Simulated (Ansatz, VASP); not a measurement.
Ru: VASP beside Ansatz

```
CELL_PARAMETERS angstrom
1.35037 0.77964 6.42806
-1.35037 0.77964 6.42806
0.00000 -1.55928 6.42806
ATOMIC_POSITIONS crystal
Ru 0.00000 0.00000 0.00000
Ru 0.22062 0.22062 0.22062
Ru 0.77938 0.77938 0.77938
```

Alike in both runs: functional r2SCAN; k mesh 9 × 9 × 9; occupations gaussian, width 0.1 eV; no spin polarisation.

Ansatz relaxed the structure, and its values are those at the end. VASP's run is a single point on that final structure, the one shown.

|  | VASP | Ansatz |
| --- | --- | --- |
| version | VASP 6.6.1 | Ansatz 0.2.0 |
| potentials or method | VASP PAW PBE potentials, release 64 (Ru_pv) | scalar-relativistic, plane waves, PAW |
| plane-wave cutoff (eV) | 520 | 500 |
| valence electrons in the cell | 42 | 48 |

```tsv
	VASP	Ansatz	Ansatz less VASP
gap on the k mesh at the Fermi level (eV)	none	none	-
pressure (GPa)	1.4	-0.1	-1.49
rms of the force components (eV/Å)	0.001	0.011	+0.0100
```

A gap of «none» marks a metal or a gap that the smearing closes. The functional is the same, so the differences come from potentials, cutoffs and numerics. The two sets of potentials don't hold the same shells in valence.

Caveats: the PAW data sets were made with another functional, which shifts forces and pressure a little (VASP).
